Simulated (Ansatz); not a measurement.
**Structural energy differences of tantalum**

All numbers below come from Ansatz, DFT, PBE, plane waves (420 eV) with PAW, scalar-relativistic.

Each structure is relaxed within its own symmetry, so a high-lying one may be dynamically unstable.

```tsv
structure	ΔE (meV/atom)	V (Å³/atom)	cell	magnetic state
bcc	0	18.32	a = 3.321 Å	spin not included
A15	29	18.71	a = 5.309 Å	spin not included
omega (AlB2-type)	225	18.65	a = 4.864 Å, c = 2.731 Å (c/a = 0.561)	spin not included
fcc	239	18.83	a = 4.223 Å	spin not included
dhcp	253	18.80	a = 2.938 Å, c = 10.057 Å (c/a = 3.423)	spin not included
hcp	281	18.74	a = 2.899 Å, c = 5.151 Å (c/a = 1.777)	spin not included
simple cubic	1127	20.62	a = 2.742 Å	spin not included
diamond	2896	28.46	a = 6.106 Å	spin not included
```

ΔE counts from bcc.

Differences under about 8 meV lie within the error of the k-point mesh.
